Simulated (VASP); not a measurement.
Input of a VASP 6.6.1 run:

Contents of POSCAR:

```
InSb                                    
1.0
    0.0000000000      3.2603245804      3.2603245804
    3.2603245804      0.0000000000      3.2603245804
    3.2603245804      3.2603245804      0.0000000000
  In              Sb            
     1     1
Direct
     0.0000000000000000    0.0000000000000000    0.0000000000000000
     0.2500000000000000    0.2500000000000000    0.2500000000000000
```

The input INCAR.step1:

```
PREC = Accurate
ENCUT = 520
EDIFF = 1E-5
ISMEAR = 0
SIGMA = 0.03
LREAL = F
LASPH = T
NELM = 80
ALGO = Normal
ISIF = 2
LWAVE = T
LCHARG = F
MAGMOM = 0 0 0 0 0 0
LORBIT = 11
LSORBIT = T
GGA_COMPAT = F
NBANDS = 32
KPAR = 2
GGA = PE
```

File INCAR.step2:

```
PREC = Accurate
ENCUT = 520
EDIFF = 1E-6
ISMEAR = 0
SIGMA = 0.03
LREAL = F
LASPH = T
NELM = 80
ALGO = Normal
ISIF = 2
LWAVE = F
LCHARG = F
MAGMOM = 0 0 0 0 0 0
LORBIT = 11
LSORBIT = T
GGA_COMPAT = F
GGA = PE
LHFCALC = T
HFSCREEN = 0.2
PRECFOCK = Fast
NBANDS = 32
KPAR = 2
ISTART = 1
```

KPOINTS

```
Automatic mesh
0
Gamma
  4 4 4
```

Contents of KPOINTS_OPT:

```
explicit points
9
Reciprocal
 0.0000000000  0.0000000000  0.0000000000 1
 0.3750000000  0.3750000000  0.7500000000 1
 0.5000000000  0.5000000000  0.5000000000 1
 0.6250000000  0.2500000000  0.6250000000 1
 0.5000000000  0.2500000000  0.7500000000 1
 0.5000000000  0.0000000000  0.5000000000 1
 0.4000000000  0.0000000000  0.4000000000 1
 0.4250000000  0.0000000000  0.4250000000 1
 0.4500000000  0.0000000000  0.4500000000 1
```

Potentials or basis: VASP PAW PBE potentials, release 64 (In_d, Sb).

The run is started by

```bash
$ cat potpaw_PBE.64/In_d/POTCAR potpaw_PBE.64/Sb/POTCAR > POTCAR
$ cp INCAR.step1 INCAR
$ mpirun -np 2 vasp_ncl > vasp.out
$ cp INCAR.step2 INCAR
$ mpirun -np 2 vasp_ncl > vasp.out
```

(1) What does it give for the pressure?

Answers

(1) 0.2 GPa.

Caveat: the k mesh is coarse (spacing up to 0.42 Å⁻¹), so the values aren't converged, least of all with exact exchange; the PAW data sets were made with another functional, which shifts forces and pressure a little.
